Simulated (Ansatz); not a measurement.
Write an ASE script for Ansatz 0.2.0 that does the following.

| Quantity | Value |
| --- | --- |
| Task | relaxation of cell and atoms |
| Functional | RPBE |
| Potentials or basis | SPMS NC |
| Cutoff | 1034 eV |
| Density cutoff | 4136 eV |
| k mesh | 10 × 10 × 9 |
| Occupations | tetrahedron-uncorrected |
| Spin | no spin polarisation |
| Hubbard terms | W d U = 2 eV |
| Driver | chain |
| Double counting | amf |
| Hubbard projectors | ortho-atomic (the default) |

The structure of WC (Qusongite) lies in POSCAR:

```
WC
1.0
    2.9065000000      0.0000000000      0.0000000000
   -1.4532500000      2.5171028361      0.0000000000
    0.0000000000      0.0000000000      2.8366000000
W C
1 1
Direct
    0.0000000000      0.0000000000      0.0000000000
    0.6666666667      0.3333333333      0.5000000000
```

One way to write it, as run:

run.py

```python
import json

import ase.io
import numpy as np

import ansatz as az

atoms = ase.io.read("POSCAR", format="vasp")

calculation = (
    az.Crystal.from_ase(atoms)
    .calculation()
    .kpoints(10, 10, 9)
    .functional("rpbe")
    .pseudopotentials(kind="nc", source="spms")
    .hubbard(double_counting="amf")
    .hubbard("W", "d", u_eff=2.0)
    .occupations(method="tetrahedron_uncorrected")
    .relax(force_tolerance=0.01, max_steps=40, cell=True, stress_tolerance=0.05)
    .density()
    .potential()
    .output_files(volumetric_format="npy")
    .electron_localization_function()
    .forces()
    .stress()
)
outcome = calculation.run(threads=2, events_out="events.jsonl")

report = outcome.report
for line in open("events.jsonl"):
    event = json.loads(line)
    if event["event"] == "scf_iter":
        d = event["data"]
        print(f"SCF {d['iter']:3d}  HF = {d['harris_foulkes_ev']:.6f} eV  dr2 = {d['dr2_ev']:.2e} eV")
    elif event["event"] in ("relax_step", "md_step"):
        d = event["data"]
        print(f"{event['event']} {d['step']:3d}  E = {d['lagrangian_ev']:.6f} eV")
np.set_printoptions(precision=5, suppress=True, linewidth=110)
print("converged:", report["converged"], "after", report["n_iterations"], "iterations")
print(f"free energy {report['free_energy_ev']:.6f} eV, Fermi level {report['fermi_energy_ev']:.4f} eV")
for key in ("band_edges_ev", "magnetization_mub", "site_moments_mub", "site_moments_nc_mub", "forces_ev_ang",
                "stress_gpa", "kpoints_frac", "eigenvalues_ev"):
    if report.get(key) is not None:
        print(key, np.array(report[key]), sep="\n")
```

Potentials or basis: SPMS NC.

The run is started by

```console
$ python run.py
```

It gave:

| Quantity | Value |
| --- | --- |
| Relaxed volume | 10.63 Å³/atom |
| Relaxed cell | a = 2.932 Å, b = 2.932 Å, c = 2.854 Å, α = 90.00°, β = 90.00°, γ = 120.00° |
| Space group after relaxing (to 0.05 Å) | P-6m2 (No. 187) |
| Energy gained by relaxing | 7.3 meV/atom |
| Ionic steps | 7 |
| Pressure after relaxing | 0.0 GPa |
| Band gap on the k mesh | none (metal or under the smearing width) |

Caveat: the potentials were made for another functional, which shifts forces and pressure; U without spin polarisation on a metal has little footing; the U is typed as a test and isn't derived for this compound.

Wall time 25 s on 2 threads of Arm Neoverse V1 (shared host), peak memory 0.53 GiB.
